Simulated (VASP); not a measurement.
Set up this calculation in VASP 6.6.1, as the native input.

* Task: single point
* Functional: PBE
* Potentials or basis: VASP PAW PBE potentials, release 64 (Hg)
* Cutoff: 520 eV
* k mesh: 8 × 8 × 8
* Occupations: gaussian, width 0.05 eV
* Spin: no spin polarisation
* Dipole correction: no
* Further INCAR settings: ALGO = Fast; EDIFF = 1e-06; NBANDS = 12

The structure of Hg lies in POSCAR:

```
Hg
1.0
   -1.8895995302      1.8895995302      1.8895995302
    1.8895995302     -1.8895995302      1.8895995302
    1.8895995302      1.8895995302     -1.8895995302
Hg
1
Direct
    0.0000000000      0.0000000000      0.0000000000
```

The cell was built by a generator and needn't be a form met in nature.

The input as run:

INCAR

```
PREC = Accurate
ENCUT = 520
EDIFF = 1E-6
ISMEAR = 0
SIGMA = 0.05
LREAL = False
LASPH = True
NELM = 100
ALGO = Fast
ISIF = 2
LWAVE = False
LCHARG = True
GGA = PE
LELF = True
LVHAR = True
NBANDS = 12
```

KPOINTS

```
Automatic mesh
0
Gamma
  8 8 8
```

Potentials or basis: VASP PAW PBE potentials, release 64 (Hg).

Command:

```bash
$ cat potpaw_PBE.64/Hg/POTCAR > POTCAR
$ mpirun -np 1 vasp_std > vasp.out
```

Results of the run:

```json
{
  "Pressure": "1.4 GPa",
  "Band gap on the k mesh": "none (metal or under the smearing width)"
}
```

Run time: 2.9 s on 1 thread of Intel(R) Xeon(R) 6975P-C (Granite Rapids), on a shared host, peak memory 0.14 GiB.
